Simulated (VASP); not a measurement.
BeS in VASP 6.6.1, single-point calculation

INCAR

```
METAGGA = R2SCAN
EDIFF = 1E-7
LCHARG = .FALSE.
NSW = 0
PREC = Accurate
LASPH = .TRUE.
LREAL = .FALSE.
NELM = 67
ENCUT = 520
LWAVE = .FALSE.
ISIF = 2
NBANDS = 11
ISMEAR = 0
SIGMA = 0.01
ALGO = Normal
IBRION = -1
```

KPOINTS

```
KPOINTS created by Atomic Simulation Environment
0
Gamma
1 1 1
0 0 0
```

POSCAR

```
Be S
 1.0000000000000000
     0.0000000000000000    2.3172971969456797    2.3172971969456797
     2.3172971969456797    0.0000000000000000    2.3172971969456797
     2.3172971969456797    2.3172971969456797    0.0000000000000000
 Be  S
   1   1
Cartesian
  0.0000000000000000  0.0000000000000000  0.0000000000000000
  2.3172971969456793  2.3172971969456793  2.3172971969456793
```

The recommended PBE PAW datasets give the neutral cell 8 valence electrons.

Command

```
mpirun -np 1 vasp_std
```

OSZICAR

```
N       E                     dE             d eps       ncg     rms          rms(c)
DAV:   1     0.303993549208E+02    0.30399E+02   -0.43052E+03    22   0.596E+02
DAV:   2     0.268904917023E+00   -0.30130E+02   -0.28921E+02    33   0.923E+01
DAV:   3    -0.416778050696E+00   -0.68568E+00   -0.68496E+00    28   0.154E+01
DAV:   4    -0.420046504066E+00   -0.32685E-02   -0.32661E-02    44   0.141E+00
DAV:   5    -0.420049370749E+00   -0.28667E-05   -0.28667E-05    25   0.164E-02    0.107E+01
DAV:   6     0.146048446295E+01    0.18805E+01   -0.22847E+00    22   0.908E+00    0.114E+01
DAV:   7     0.138832337099E+01   -0.72161E-01   -0.22286E-01    28   0.295E+00    0.102E+01
DAV:   8     0.136029780964E+01   -0.28026E-01   -0.11599E-01    22   0.277E+00    0.316E+00
DAV:   9     0.134254807344E+01   -0.17750E-01   -0.15332E-02    22   0.954E-01    0.234E-01
DAV:  10     0.134251318362E+01   -0.34890E-04   -0.20557E-04    22   0.167E-01    0.622E-02
DAV:  11     0.134251109816E+01   -0.20855E-05   -0.28232E-05    28   0.357E-02    0.399E-02
DAV:  12     0.134251051544E+01   -0.58272E-06   -0.16378E-06    30   0.140E-02    0.500E-03
DAV:  13     0.134251044580E+01   -0.69639E-07   -0.14701E-07    22   0.351E-03
   1 F= 0.13425104E+01 E0= 0.13425104E+01  d E =-.729203E-13
```

Standard output (part)

```
POSCAR found type information on POSCAR BeS
 POSCAR found :  2 types and       2 ions
 LDA part: xc-table for (None), standard interpolation
 POSCAR, INCAR and KPOINTS ok, starting setup
 WAVECAR not read
 entering main loop
```

It converged. Results: gap between bands v and c on the k mesh 6.49 eV; least direct gap on the k mesh 6.49 eV; pressure 98.3 GPa. Band v is the last that the valence electrons fill when counted band by band, and c is the next.

Task: What is wrong with this input?

Result: One k point for a small cell. On sound settings r²SCAN gives a gap of 1.39 eV on its mesh and a pressure of -0.2 GPa for the intended cell. This run's energy (σ→0) differs from it by 7447 meV an atom.
